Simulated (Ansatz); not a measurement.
A (010) slab of HfSi₂ (Cmcm (No. 63)), 10 planes, outer planes Si (top) and Si (bottom), with 12 atoms (Hf4Si8) in a surface cell of A = 13.477 Å², as cut from the bulk:

```
CELL_PARAMETERS angstrom
3.65979 0.00000 0.00000
0.00000 3.68253 0.00000
0.00000 0.00000 28.00790
ATOMIC_POSITIONS crystal
Si 0.75000 0.00000 0.26778
Hf 0.25000 0.50000 0.29445
Si 0.25000 0.00000 0.36960
Si 0.75000 0.50000 0.36990
Hf 0.75000 0.00000 0.44505
Si 0.25000 0.50000 0.47172
Si 0.75000 0.50000 0.52828
Hf 0.25000 0.00000 0.55495
Si 0.25000 0.50000 0.63010
Si 0.75000 0.00000 0.63040
Hf 0.75000 0.50000 0.70555
Si 0.25000 0.00000 0.73222
```

Computed with DFT PBE, scalar-relativistic, plane waves, PAW in Ansatz 0.2.0. Cutoff 420 eV; k points 10×10×1 on the computed 12-atom cell (Γ-centred); Gaussian smearing, width 0.10 eV; no spin polarisation. The cell repeats along c with a dipole correction in the vacuum.

Against the same 12 atoms in the bulk, the slab as cut lies 2.917 eV higher and the relaxed slab 2.816 eV higher.

(1) Work out the surface energy before and after relaxation.

(2) What is the ideal work of this cut, per area?

## Answers

(1) The slab has two faces, so γ = (E_slab − N·E_bulk)/(2A), the mean of both. As cut: 2.917/(2 × 13.477) = 0.1082 eV/Å², and 1 eV/Å² = 16.02 J/m², so γ = 1.73 J/m². Relaxed: 2.816/(2 × 13.477) = 0.1045 eV/Å² = 1.67 J/m². Relaxation recovers 3 % of the cost of cutting.

(2) Griffith's ideal work is 2γ: 3.47 J/m² if the new faces stay rigid, 3.35 J/m² if they relax. Other cuts parallel to this plane can cost less. One thickness was run, 10 planes, so γ can still shift with it.